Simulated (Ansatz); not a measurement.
All numbers below come from DFT PBE, scalar-relativistic, plane waves, PAW in Ansatz 0.2.0. Settings: cutoff 420 eV, Γ-centred meshes spaced at most about 0.3 Å⁻¹ (2π included), Gaussian smearing. No spin polarisation.

All energies are static (0 K, no zero-point motion).

Compare these two cells of CdS5, each relaxed at this level.

A.

```cif
data_structure
_symmetry_space_group_name_H-M 'P1'
_symmetry_Int_Tables_number 1
_cell_length_a 4.3716
_cell_length_b 4.4220
_cell_length_c 9.0958
_cell_angle_alpha 97.035
_cell_angle_beta 101.642
_cell_angle_gamma 103.464
_cell_volume 164.81
loop_
_atom_site_label
_atom_site_type_symbol
_atom_site_symmetry_multiplicity
_atom_site_Wyckoff_symbol
_atom_site_fract_x
_atom_site_fract_y
_atom_site_fract_z
_atom_site_occupancy
Cd1 Cd 1 a 0.03342 0.07883 0.99826 1
S1 S 1 a 0.87454 0.57931 0.64707 1
S2 S 1 a 0.45104 0.28619 0.49523 1
S3 S 1 a 0.57193 0.98363 0.34201 1
S4 S 1 a 0.61329 0.22158 0.15620 1
S5 S 1 a 0.80979 0.49647 0.86124 1
```

B.

```cif
data_structure
_symmetry_space_group_name_H-M 'C2'
_symmetry_Int_Tables_number 5
_cell_length_a 5.9627
_cell_length_b 6.6389
_cell_length_c 9.2361
_cell_angle_alpha 90.000
_cell_angle_beta 106.415
_cell_angle_gamma 90.000
_cell_volume 350.71
loop_
_atom_site_label
_atom_site_type_symbol
_atom_site_symmetry_multiplicity
_atom_site_Wyckoff_symbol
_atom_site_fract_x
_atom_site_fract_y
_atom_site_fract_z
_atom_site_occupancy
Cd1 Cd 2 a 0.50000 0.46780 0.00000 1
S1 S 4 c 0.44703 0.74177 0.67134 1
S2 S 2 b 0.50000 0.56225 0.50000 1
S3 S 4 c 0.76552 0.17020 0.14384 1
```

Problem. Which form is favoured at zero pressure, and by what margin per atom?

Solution. A is lower, by 12 meV/atom. A has space group P1 (No. 1), 27.5 Å³/atom and a gap of 1.18 eV on its mesh; B has space group C2 (No. 5), 29.2 Å³/atom and a gap of 1.39 eV. A and B both hold S–S units of three or more atoms. The denser one is the lower, and pressure would at first widen the difference. In A, around Cd lie 4 S at 2.54–2.69 Å; S on its first site is surrounded by 2 S at 2.09–2.10 Å; S on its second site is surrounded by 2 S at 2.04–2.10 Å; 3 more sites not described. In B, around Cd lie 4 S at 2.56–2.64 Å; around S on a site of symmetry 1 lie 2 S at 2.08–2.10 Å; around S on a site of symmetry 2 lie 2 S at 2.08 Å; 1 more site not described. Origin: A, invented, then shaken at random and relaxed again; B, invented. The lowest form computed isn't among them: it has space group P1 (No. 1), 31.7 Å³/atom and lies 23 meV/atom below the best shown.

Kohn–Sham gaps at this level usually fall short of measured ones. Cells relaxed within their symmetry can be saddle points. Some structure types and database cells were kept out of the candidates from the start, so a known form may be missing.
